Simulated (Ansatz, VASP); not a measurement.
Two plane-wave programs on Fe2Ge

Contents of INCAR:

```
SYSTEM = Fe2Ge
PREC = Accurate
ENCUT = 520
EDIFF = 1E-6
ISMEAR = 1
SIGMA = 0.1
LREAL = .FALSE.
LASPH = .TRUE.
NELM = 150
ALGO = Normal
ISIF = 2
LWAVE = .FALSE.
LCHARG = .FALSE.
MAGMOM = 3.5 0 0 3.5 0 0 0 0 0
LORBIT = 11
LSORBIT = .TRUE.
GGA_COMPAT = .FALSE.
LORBMOM = .TRUE.
LMAXMIX = 4
GGA = PS
NBANDS = 43
```

The input KPOINTS:

```
Automatic mesh
0
G
  4 4 6
  0 0 0
```

File POSCAR:

```
Fe2Ge
1.0
    4.1636340000      0.0000000000      0.0000000000
   -2.0818170000      3.6058130000      0.0000000000
    0.0000000000      0.0000000000      2.6264660000
Fe Ge
2 1
Direct
    0.6666666667      0.3333333333      0.5000000000
    0.3333333333      0.6666666667      0.5000000000
    0.0000000000      0.0000000000      0.0000000000
```

Input for Ansatz:

```yaml
crystal:
  lattice:
    - [4.163634, 0.0, 0.0]
    - [-2.081817, 3.605813, 0.0]
    - [0.0, 0.0, 2.626466]
  atoms:
    - { symbol: Fe, position: [0.6666666666666666, 0.3333333333333333, 0.5], spin: 3.5, spin_axis: [1.0, 0.0, 0.0] }
    - { symbol: Fe, position: [0.3333333333333333, 0.6666666666666666, 0.5], spin: 3.5, spin_axis: [1.0, 0.0, 0.0] }
    - { symbol: Ge, position: [0.0, 0.0, 0.0] }
kpoints:
  mp_grid:
    grid: [4, 4, 6]
    shift: [0.0, 0.0, 0.0]
hamiltonian:
  xc: pbesol
magnetization:
  noncollinear: true
  spin_orbit: true
scf:
  occupations:
    method: cold
```

The cell comes from a database or a generator and needn't be the stable form of this composition.

Alike in both runs: task single point; functional PBEsol; k mesh 4 × 4 × 6; non-collinear spin, spin-orbit coupling.

```csv
,VASP,Ansatz
version,VASP 6.6.1,Ansatz 0.2.0
potentials or method,"VASP PAW PBE potentials, release 64 (Fe, Ge_d)","plane waves, PAW"
plane-wave cutoff (eV),520,420
occupations,"methfessel-paxton of order 1, width 0.1 eV",cold
valence electrons in the cell,30,46
```

VASP gave:

```
net moment per atom (μB) : 1.61
```

Task: Estimate Ansatz's values.

Result: net moment per atom (μB): 1.62.

The two sets of potentials don't hold the same shells in valence.

Caveats: the k mesh is coarse (spacing up to 0.44 Å⁻¹), so the values aren't converged.
